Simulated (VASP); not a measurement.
Calculation: PBE GGA, VASP's PBE PAW potentials (set 64) (plane waves; VASP 6.6.1).

VASP ran on this input.

INCAR:
```
SIGMA=0.05   # width (eV)
LREAL=.FALSE.
NELM=100   # most electronic steps
LWAVE=.FALSE.
ALGO=Normal   # blocked Davidson
GGA=PE
LMAXMIX=4   # l cut-off of mixed one-centre charges
ISMEAR=0   # Gaussian
ICHARG=11
SYSTEM=CsBr
PREC=Accurate
EDIFF=1E-7
LCHARG=.FALSE.
LORBIT=11
ENCUT=520   # plane-wave cut-off (eV)
LASPH=.TRUE.
```

File KPOINTS:
```
k-points along high-symmetry lines
15
Line-mode
Reciprocal
  0.000000   0.000000   0.000000 ! GAMMA
  0.000000   0.500000   0.000000 ! X

  0.000000   0.500000   0.000000 ! X
  0.500000   0.500000   0.000000 ! M

  0.500000   0.500000   0.000000 ! M
  0.000000   0.000000   0.000000 ! GAMMA

  0.000000   0.000000   0.000000 ! GAMMA
  0.500000   0.500000   0.500000 ! R

  0.500000   0.500000   0.500000 ! R
  0.000000   0.500000   0.000000 ! X

  0.500000   0.500000   0.500000 ! R
  0.500000   0.500000   0.000000 ! M
```

### POSCAR
```
CsBr
1
    4.3908082423     0.0000000000     0.0000000000
    0.0000000000     4.3908082423     0.0000000000
    0.0000000000     0.0000000000     4.3908082423
Cs Br
1 1
Direct
  0.0000000000   0.0000000000   0.0000000000
  0.5000000000   0.5000000000   0.5000000000
```

POTCAR, in this order: Cs_sv Br (PBE.64 set). Program: vasp_std. Read from the step before: CHGCAR.

What VASP printed:

### OUTCAR
```
 ion  position               nearest neighbor table
   1  0.000  0.000  0.000-
   2  0.500  0.500  0.500-
  LATTYP: Found a simple cubic cell.
 ALAT       =     4.3908082423
 Subroutine PRICEL returns:
 Original cell was already a primitive cell.
 Subroutine GETGRP returns: Found 48 space group operations
The static configuration has the point symmetry O_h .
The dynamic configuration has the point symmetry O_h .
 Subroutine INISYM returns: Found 48 space group operations
   k-points           NKPTS =     90   k-points in BZ     NKDIM =     90   number of bands    NBANDS=     12
   number of dos      NEDOS =    301   number of ions     NIONS =      2
   total plane-waves  NPLWV =  46656
   dimension x,y,z NGX =    36 NGY =   36 NGZ =   36
   dimension x,y,z NGXF=    72 NGYF=   72 NGZF=   72
   ions per type =               1   1
   PREC   = accura    normal or accurate (medium, high low for compatibility)
   ISTART =      0    job   : 0-new  1-cont  2-samecut
   ICHARG =     11    charge: 1-file 2-atom 10-const
   ISPIN  =      1    spin polarized calculation?
   LNONCOLLINEAR =      F non collinear calculations
   LSORBIT =      F    spin-orbit coupling
   INIWAV =      1    electr: 0-lowe 1-rand  2-diag
   ENCUT  =  520.0 eV  38.22 Ry    6.18 a.u.   8.16  8.16  8.16*2*pi/ulx,y,z
   NELM   =    100;   NELMIN=  2; NELMDL= -5     # of ELM steps
   EDIFF  = 0.1E-06   stopping-criterion for ELM
   LREAL  =      F    real-space projection
   NLSPLINE    = F    spline interpolate recip. space projectors
   LMAXMIX     =    4 max onsite mixed and CHGCAR
   VOSKOWN=      0    Vosko Wilk Nusair interpolation
   EDIFFG = 0.1E-05   stopping-criterion for IOM
   NSW    =      0    number of steps for IOM
   NBLOCK =      1;   KBLOCK =      1    inner block; outer block
   IBRION =     -1    ionic relax: 0-MD 1-quasi-New 2-CG
   NFREE  =      0    steps in history (QN), initial steepest desc. (CG)
   ISIF   =      2    stress and relaxation
   ISYM   =      2    0-nonsym 1-usesym 2-fastsym
   TEIN   =    0.0    initial temperature
   TEBEG  =    0.0;   TEEND  =   0.0 temperature during run
...
```

**OSZICAR**
```
       N       E                     dE             d eps       ncg     rms          rms(c)
DAV:   1     0.963507157242E+02    0.96351E+02   -0.65858E+03  2160   0.112E+03
DAV:   2     0.177342739407E+01   -0.94577E+02   -0.88330E+02  3196   0.180E+02
DAV:   3    -0.594959135815E+01   -0.77230E+01   -0.76923E+01  2688   0.581E+01
DAV:   4    -0.603981749785E+01   -0.90226E-01   -0.90177E-01  2536   0.728E+00
DAV:   5    -0.604069377578E+01   -0.87628E-03   -0.87607E-03  2672   0.699E-01
DAV:   6    -0.604071194051E+01   -0.18165E-04   -0.18164E-04  2580   0.917E-02
DAV:   7    -0.604071248825E+01   -0.54774E-06   -0.54774E-06  2664   0.134E-02
DAV:   8    -0.604071250736E+01   -0.19117E-07   -0.19139E-07  2396   0.230E-03
   1 F= -.60407125E+01 E0= -.60407125E+01  d E =-.272909E-18
```

OUTCAR:
```
 val. band max:       -0.6315340001   @ k =   0.5000   0.5000   0.0000

 cond. band min:       3.6086316971   @ k =   0.0000   0.0000   0.0000



 k-point     1 :       0.0000    0.0000    0.0000
  band No.  band energies     occupation
      1     -20.5303      2.00000
      2     -12.9237      2.00000
      3      -7.1513      2.00000
      4      -7.1513      2.00000
      5      -7.1513      2.00000
      6      -0.6554      2.00000
      7      -0.6554      2.00000
      8      -0.6554      2.00000
      9       3.6086      0.00000
     10       4.3350      0.00000
     11       4.3350      0.00000
     12       8.2476      0.00000

 k-point     2 :       0.0000    0.0357    0.0000
  band No.  band energies     occupation
      1     -20.5298      2.00000
      2     -12.9238      2.00000
      3      -7.1560      2.00000
      4      -7.1504      2.00000
      5      -7.1504      2.00000
      6      -0.6753      2.00000
      7      -0.6572      2.00000
      8      -0.6572      2.00000
      9       3.6395      0.00000
     10       4.3428      0.00000
     11       4.3616      0.00000
     12       8.2400      0.00000

 k-point     3 :       0.0000    0.0714    0.0000
  band No.  band energies     occupation
      1     -20.5284      2.00000
      2     -12.9238      2.00000
      3      -7.1696      2.00000
      4      -7.1475      2.00000
      5      -7.1475      2.00000
      6      -0.7327      2.00000
      7      -0.6628      2.00000
      8      -0.6628      2.00000
      9       3.7299      0.00000
     10       4.3659      0.00000
     11       4.4403      0.00000
     12       8.2183      0.00000

 k-point     4 :       0.0000    0.1071    0.0000
  band No.  band energies     occupation
      1     -20.5261      2.00000
      2     -12.9239      2.00000
      3      -7.1913      2.00000
      4      -7.1428      2.00000
      5      -7.1428      2.00000
      6      -0.8214      2.00000
      7      -0.6718      2.00000
...
```

The density is held fixed in this step, so its total energy and stress have no physical meaning. Unless said otherwise, spin-orbit coupling is left out, though it shifts the bands of the heavy elements here.

The compound is CsBr in the CsCl type structure. It was relaxed first, which changed the volume by +7 %.
